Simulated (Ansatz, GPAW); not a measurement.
This is a calculation of ZrS for Ansatz 0.2.0. 

The input input.yaml:

```yaml
crystal:
  lattice:
    - [0.0, 2.625, 2.625]
    - [2.625, 0.0, 2.625]
    - [2.625, 2.625, 0.0]
  atoms:
    - { symbol: Zr, position: [0.0, 0.0, 0.0] }
    - { symbol: S, position: [0.5, 0.5, 0.5] }
kpoints:
  mp_grid: { grid: [9, 9, 9] }
scf:
  occupations: { method: gaussian, width: 0.05 }
hamiltonian:
  xc: pbesol
  pseudopotentials: { kind: all_electron, lapw: { basis_error: 0.001 } }
output:
  forces: true
  stress: true
  eigenvalues: true
```

Potentials or basis: all-electron LAPW, scalar-relativistic.

Launch:

```bash
$ ansatz run input.yaml --threads 1 --pin off --max-ram 3072MiB --backend cpu --events-out ev --progress --plain --runs-dir out
```

Task: Translate it to GPAW 26.7.0 (ASE script). Potentials or basis there: PAW data sets generated for this functional, cutoff 600 eV.

Result: As run (cutoffs and basis follow the program's own potentials, and thresholds, step limits or extra output files can differ):

The input run.py:

```python
from ase.dft.bandgap import bandgap
from ase.io import read, write
from ase.units import GPa
from gpaw import GPAW, PW, setup_paths

setup_paths.insert(0, '.')

atoms = read('ZrS.xyz')

calc = GPAW(mode=PW(600),
            xc='PBEsol',
            kpts={'size': (9, 9, 9), 'gamma': True},
            occupations={'name': 'methfessel-paxton', 'order': 0, 'width': 0.05},
            nbands=19,
            convergence={'density': 1e-05, 'energy': 1e-05},
            maxiter=150,
            txt='gpaw.txt')
atoms.calc = calc
energy = atoms.get_potential_energy()
forces = atoms.get_forces()
stress = atoms.get_stress()
calc.write('gs.gpw')
write('result.traj', atoms)
print(f'Energy: {energy:.6f} eV')
print('Forces (eV/A):')
print(forces.round(4))
print('Stress (GPa):', (stress / GPa).round(3))
print('Fermi level:', round(calc.get_fermi_level(), 4), 'eV')
print(f'Gap: {bandgap(calc)[0]:.4f} eV, direct: {bandgap(calc, direct=True)[0]:.4f} eV')
```

The input ZrS.xyz:

```xyz
2
Lattice="0.0000000000 2.6250000000 2.6250000000 2.6250000000 0.0000000000 2.6250000000 2.6250000000 2.6250000000 0.0000000000" Properties=species:S:1:pos:R:3 pbc="T T T"
Zr     0.0000000000      0.0000000000      0.0000000000
S      2.6250000000      2.6250000000      2.6250000000
```

Potentials or basis: PAW data sets generated in the run's folder for this functional, pw.

Launch:

```console
$ gpaw-setup -f PBEsol S Zr
$ OMP_NUM_THREADS=1 python run.py
```

Both were run:

|  | Ansatz | GPAW |
| --- | --- | --- |
| Pressure | -6.5 GPa | -7.1 GPa |

Where Ansatz's input types no cutoff or centring, it takes its own default and a Γ-centred mesh.

Pressure is positive in compression.
